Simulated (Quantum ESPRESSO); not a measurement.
Na under changes of volume

One of the cells (37.168 Å³/atom); the others are scaled copies at fixed shape and fractional positions:

```
Na
1.0
     3.70038    0.00000    0.00000
    -1.85019    3.20463    0.00000
     0.00000    0.00000   12.53732
Na
4
Cartesian
  1.8502 1.0682 9.4030
  0.0000 0.0000 6.2687
  0.0000 2.1364 3.1343
  0.0000 0.0000 0.0000
```

This isn't the form of Na at room conditions, which is bcc.

- Program: Quantum ESPRESSO 7.5
- Functional: LDA
- Potentials or basis: GBRV 1.5 LDA
- Cutoff: 612 eV
- Density cutoff: 4898 eV
- k mesh: 8 × 8 × 3
- Occupations: fermi-dirac, width 0.05 eV
- Spin: no spin polarisation

```tsv
volume (Å³/atom)	energy over the lowest point (meV/atom)	pressure (GPa)
34.938	0.00	-0.4
35.681	2.10	-0.6
36.425	4.90	-0.7
37.168	?	?
37.911	12.25	-0.9
38.655	16.68	-1.0
39.398	21.58	-1.1
```

Task: What does the run at 37.168 Å³/atom give?

Result: Energy over the lowest point 8.28 meV/atom; pressure -0.8 GPa.

Worked out: A Birch-Murnaghan fit of order 3 (a polynomial in V^(-2/3)) to the other rows has no minimum within the range. It gives 8.30 meV/atom at 37.168 Å³/atom, against the run's 8.28, and -dE/dV = -0.8 GPa, against -0.8.

Energies are extrapolated to zero smearing.
